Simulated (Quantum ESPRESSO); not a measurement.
The system is ZrS.

```
Zr S
1.0
     0.00000    2.62500    2.62500
     2.62500    0.00000    2.62500
     2.62500    2.62500    0.00000
Zr S
1 1
Direct
  0.00000 0.00000 0.00000
  0.50000 0.50000 0.50000
```

Base run:

```yaml
Program: Quantum ESPRESSO 7.5
Functional: PBEsol
Potentials_or_basis: GBRV 1.5 PBEsol
Cutoff: 612 eV
Density_cutoff: 4898 eV
k_mesh: 9 × 9 × 9
Occupations: fermi-dirac, width 0.05 eV
Spin: no spin polarisation
Hubbard_terms: Zr d U = 3 eV
```

Its results: band gap on the k mesh none (metal or under the smearing width); pressure -3.4 GPa.

The run is repeated on the same cell with these changes: hubbard terms from Zr d U = 3 eV to none. What comes out?

Band gap on the k mesh none (metal or under the smearing width); pressure -6.6 GPa.

Caveats: U without spin polarisation on a metal has little footing (some runs).

Not every run made on this cell is shown here.
